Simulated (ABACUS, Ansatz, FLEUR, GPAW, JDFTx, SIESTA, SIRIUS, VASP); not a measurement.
**CdTe: programs and potentials compared**

```
CELL_PARAMETERS angstrom
0.00000 3.20500 3.20500
3.20500 0.00000 3.20500
3.20500 3.20500 0.00000
ATOMIC_POSITIONS crystal
Te 0.75000 0.75000 0.75000
Cd 0.00000 0.00000 0.00000
```

Alike in all runs: task equation of state; functional PBEsol; k mesh 7 × 7 × 7; occupations fermi-dirac, width 0.05 eV; no spin polarisation; no spin-orbit coupling.

| program and potentials | plane-wave cutoff (eV) | notes | equilibrium volume (Å³/atom) | bulk modulus (GPa) |
| --- | --- | --- | --- | --- |
| Ansatz, all-electron LAPW, scalar-relativistic | - | - | 34.17 | 41.4 |
| SIESTA, files PseudoDojo sr-pbesol-0.4.1-standard, DZP (energy shift 0.003 Ry; two zetas on semicore shells) | - | atomic basis | 33.93 | 46.7 |
| GPAW, PAW data sets generated for this functional | 600 | - | 33.87 | 42.0 |
| SIRIUS, PseudoDojo 0.4.1 PBEsol standard (scalar relativistic) | 1388 | - | 34.23 | 41.4 |
| ABACUS, PseudoDojo NC SR 0.4.1 PBEsol standard, plane waves | 1401 | - | 34.23 | 41.4 |
| FLEUR, all-electron, FLAPW | - | - | ? | ? |
| JDFTx, PseudoDojo-SR-PBEsol-0.4.1-standard with smoothed tails | 1388 | - | 34.23 | 41.3 |
| VASP, PBE PAW files Cd, Te, 520 eV | 520 | potentials made for PBE | 34.30 | 41.2 |

Task: Estimate from the other rows what the run with FLEUR, all-electron, FLAPW gave.

Result: Equilibrium volume 34.17 Å³/atom; bulk modulus 41.7 GPa. The other rows, which needn't bracket it: equilibrium volume 33.87 to 34.30; bulk modulus 41.2 to 46.7.
